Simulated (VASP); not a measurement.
# S (Fm-3m) in VASP: single point with PBE+D3(BJ)

Aim: the single point of S with PBE+D3(BJ).

Everything below comes from runs of VASP 6.6.1. Logs are shortened: lines on timing, memory, paths and dates and some standing lists are left out, and cuts for length are marked.

## 1. The crystal as given

It takes space group Fm-3m (No. 225, cubic). The conventional cell has a = 3.989 Å, b = 3.989 Å, c = 3.989 Å, α = 90.00°, β = 90.00°, γ = 90.00°. Around S (site symmetry m-3m) lie 12 S at 2.82 Å.

This isn't the form of S at room conditions, which is orthorhombic, of S8 rings.

## 2. Single point, PBE+D3(BJ)

The input, INCAR:

```
SYSTEM = S
PREC = Accurate
ENCUT = 520
EDIFF = 1E-7
ISMEAR = 0
SIGMA = 0.1
LREAL = .FALSE.
LASPH = .TRUE.
NELM = 80
ALGO = Normal
ISIF = 2
LWAVE = .FALSE.
LCHARG = .FALSE.
GGA = PE
IVDW = 12
NBANDS = 9
```

The input, KPOINTS:

```
Automatic mesh
0
G
  8 8 8
  0 0 0
```

The input, POSCAR:

```
S
1.0
    0.0000000000      1.9943503440      1.9943503440
    1.9943503440      0.0000000000      1.9943503440
    1.9943503440      1.9943503440      0.0000000000
S
1
Direct
    0.0000000000      0.0000000000      0.0000000000
```

Potentials or basis: VASP PAW PBE potentials, release 64 (S).

Command:

```sh
$ cat potpaw_PBE.64/S/POTCAR > POTCAR
$ mpirun -np 1 vasp_std > vasp.out
```

OUTCAR:

```text
SYSTEM = S
   PREC = Accurate
   ENCUT = 520
   EDIFF = 1E-7
   ISMEAR = 0
   LREAL = .FALSE.
   LASPH = .TRUE.
   NELM = 80
   ISIF = 2
   GGA = PE
   IVDW = 12
 IVDW          = 12

 ion  position               nearest neighbor table
   1  0.000  0.000  0.000-

  LATTYP: Found a face centered cubic cell.
 ALAT       =     3.9887006880

  Lattice vectors:

 A1 = (   0.0000000000,   1.9943503440,   1.9943503440)
 A2 = (   1.9943503440,   0.0000000000,   1.9943503440)
 A3 = (   1.9943503440,   1.9943503440,   0.0000000000)

Analysis of symmetry for initial positions (statically):
=====================================================================
 Subroutine PRICEL returns:
 Original cell was already a primitive cell.

 Routine SETGRP: Setting up the symmetry group for a
 face centered cubic supercell.

 Subroutine GETGRP returns: Found 48 space group operations
 (whereof 48 operations were pure point group operations)
 out of a pool of 48 trial point group operations.

The static configuration has the point symmetry O_h .

Analysis of symmetry for dynamics (positions and initial velocities):
=====================================================================
 Subroutine PRICEL returns:
 Original cell was already a primitive cell.

 Routine SETGRP: Setting up the symmetry group for a
 face centered cubic supercell.

 Subroutine GETGRP returns: Found 48 space group operations
 (whereof 48 operations were pure point group operations)
 out of a pool of 48 trial point group operations.

The dynamic configuration has the point symmetry O_h .

 Subroutine INISYM returns: Found 48 space group operations
 (whereof 48 operations are pure point group operations),
 and found     1 'primitive' translations

----------------------------------------------------------------------------------------

                                     Primitive cell

  volume of cell :      15.8648

  direct lattice vectors                    reciprocal lattice vectors
     0.000000000  1.994350344  1.994350344    -0.250708208  0.250708208  0.250708208
     1.994350344  0.000000000  1.994350344     0.250708208 -0.250708208  0.250708208
     1.994350344  1.994350344  0.000000000     0.250708208  0.250708208 -0.250708208

  length of vectors
     2.820437305  2.820437305  2.820437305     0.434239353  0.434239353  0.434239353

  position of ions in fractional coordinates (direct lattice)
[... 80 lines left out ...]
   NSW    =      0    number of steps for IOM
   IBRION =     -1    ionic relax: 0-MD 1-quasi-New 2-CG
   NFREE  =      0    steps in history (QN), initial steepest desc. (CG)
   ISIF   =      2    stress and relaxation
   ISYM   =      2    0-nonsym 1-usesym 2-fastsym
   POTIM  = 0.5000    time-step for ionic-motion
   TEBEG  =    0.0;   TEEND  =   0.0 temperature during run
   PSTRESS=    0.0 pullay stress
   NELECT =       6.0000    total number of electrons
   NUPDOWN=      -1.0000    fix difference up-down
   EMIN   =  10.00;   EMAX   =-10.00  energy-range for DOS
   EFERMI =   0.00;   METHOD = LEGACY
   ISMEAR =     0;   SIGMA  =   0.10  broadening in eV -4-tet -1-fermi 0-gaus
   EFERMI_NEDOS =   21; number of points for ismear=-14 and -15
   IALGO  =     38    algorithm
   IMIX   =      4    mixing-type and parameters
     AMIX     =   0.40;   BMIX     =  1.00
     AMIX_MAG =   1.60;   BMIX_MAG =  1.00
  volume/ion in A,a.u.               =      15.86       107.06
  Fermi-wavevector in a.u.,A,eV,Ry     =   1.183897  2.237240 19.070080  1.401611
  Thomas-Fermi vector in A             =   2.320122
   LORBIT       =      0    0 simple, 1 ext, 2 COOP (PROOUT), +10 PAW based schemes
   GGA     = PE    functional components
   LHFCALC =     F    Hartree Fock is set to
   AEXX    =    0.0000 exact exchange contribution
   IVDW    =    12    specifies the selected vdW correction
   LEPSILON=     F    determine dielectric tensor
   LRPA    =     F    only Hartree local field effects (RPA)
 non-spin polarized calculation
 Gauss-broadening in eV      SIGMA  =   0.10
  energy-cutoff  :      520.00
  volume of cell :       15.86
 maximum number of plane-waves:       444
 NGX is ok and might be reduce to    24
   NGX = 11   NGY = 11   NGZ = 11

 number of electron       5.9999999 magnetization

 Free energy of the ion-electron system (eV)
  ---------------------------------------------------
  ext. energy  EPLUGINS =         0.00000000
  ---------------------------------------------------
  free energy    TOTEN  =        -2.83505471 eV

  energy without entropy =       -2.83105278  energy(sigma->0) =       -2.83305374

 E-fermi :   7.5476     XC(G=0): -11.1677

 val. band max:        7.4442556760   @ k =  -0.3750   0.1250   0.0000
 cond. band min:       7.6090811893   @ k =  -0.2500   0.1250   0.0000
 fundamental gap:      0.1648255134
 Fermi energy:         7.5476424792

 k-point     1 :       0.0000    0.0000    0.0000
  band No.  band energies     occupation
      1      -9.2761      2.00000
      2      10.5980      0.00000
      3      10.5980      0.00000
      4      10.5980      0.00000
      5      19.5317      0.00000
      6      19.5317      0.00000
      7      19.5317      0.00000
      8      21.7667      0.00000
      9      24.8501      0.00000
[... 265 lines left out ...]
 k-point    24 :      -0.3750    0.2500    0.1250
  band No.  band energies     occupation
      1      -4.4374      2.00000
      2       0.9762      2.00000
      3       5.7216      2.00000
      4       7.7162      0.01712
      5      16.9790      0.00000
      6      18.7428      0.00000
      7      22.4891      0.00000
      8      23.8949      0.00000
      9      27.8048      0.00000

 [... further k-points ...]

------------------------ aborting loop because EDIFF is reached ----------------------------------------

 Edisp (eV)   -0.38282

 E8    (eV) :    -0.1371

  FORCE on cell =-STRESS in cart. coord.  units (eV):
  Direction    XX          YY          ZZ          XY          YZ          ZX
  --------------------------------------------------------------------------------------
  -------------------------------------------------------------------------------------
  Total      -0.37083    -0.37083    -0.37083     0.00000    -0.00000    -0.00000
  in kB     -37.45042   -37.45042   -37.45042     0.00000    -0.00000    -0.00000
  external pressure =      -37.45 kB  Pullay stress =        0.00 kB

 VOLUME and BASIS-vectors are now :
 -----------------------------------------------------------------------------
  energy-cutoff  :      520.00
  volume of cell :       15.86
      direct lattice vectors                 reciprocal lattice vectors
     0.000000000  1.994350344  1.994350344    -0.250708208  0.250708208  0.250708208
     1.994350344  0.000000000  1.994350344     0.250708208 -0.250708208  0.250708208
     1.994350344  1.994350344  0.000000000     0.250708208  0.250708208 -0.250708208

 POSITION                                       TOTAL-FORCE (eV/Angst)
 -----------------------------------------------------------------------------------
      0.00000      0.00000      0.00000         0.000000     -0.000000     -0.000000
 -----------------------------------------------------------------------------------
    total drift:                                0.000000     -0.000000     -0.000000

  FREE ENERGIE OF THE ION-ELECTRON SYSTEM (eV)
  ---------------------------------------------------
  free  energy   TOTEN  =        -3.2178783492 eV

  energy  without entropy=       -3.2138764160  energy(sigma->0) =       -3.21587738
```

OSZICAR:

```text
N       E                     dE             d eps       ncg     rms          rms(c)
DAV:   1     0.882165774440E+01    0.88217E+01   -0.29723E+03   538   0.557E+02
DAV:   2    -0.260646840994E+01   -0.11428E+02   -0.11106E+02   788   0.792E+01
DAV:   3    -0.283729517452E+01   -0.23083E+00   -0.23032E+00   627   0.995E+00
DAV:   4    -0.283793439175E+01   -0.63922E-03   -0.63886E-03   684   0.617E-01
DAV:   5    -0.283793533955E+01   -0.94780E-06   -0.94757E-06   649   0.209E-02    0.779E+00
DAV:   6    -0.283536419731E+01    0.25711E-02   -0.38680E-03   582   0.342E-01    0.465E+00
DAV:   7    -0.283511101802E+01    0.25318E-03   -0.59196E-03   552   0.442E-01    0.137E-01
DAV:   8    -0.283505374342E+01    0.57275E-04   -0.29394E-04   568   0.932E-02    0.183E-02
DAV:   9    -0.283505462149E+01   -0.87807E-06   -0.22948E-06   639   0.119E-02    0.531E-03
DAV:  10    -0.283505471003E+01   -0.88539E-07   -0.35109E-07   620   0.452E-03
   1 F= -.32178783E+01 E0= -.32158774E+01  d E =-.400193E-02
```

It used 4.4 s of CPU time on 1 thread of Intel(R) Xeon(R) Platinum 8488C (Sapphire Rapids), on a shared host, which was overloaded at the time.

What came out:

```
Free energy                : -3.2179 eV
Pressure                   : -3.7 GPa
Band gap on the k mesh     : none (metal or under the smearing width)
Dispersion energy per atom : -0.383 eV
```

Levels at points of the mesh, in eV from the Fermi level:
```csv
k point,band 1,band 2,band 3,band 4,band 5,band 6,band 7,band 8
"(0.00, 0.00, 0.00)",-16.82,3.05,3.05,3.05,11.98,11.98,11.98,14.22
"(0.50, 0.00, 0.00)",-12.74,-7.52,1.76,1.76,9.31,11.21,11.21,17.02
"(0.50, 0.50, 0.00)",-11.10,-6.53,-0.96,-0.96,5.26,5.78,21.71,23.06
```

Caveat: pairwise dispersion overbinds metals, which lowers pressure and volume.
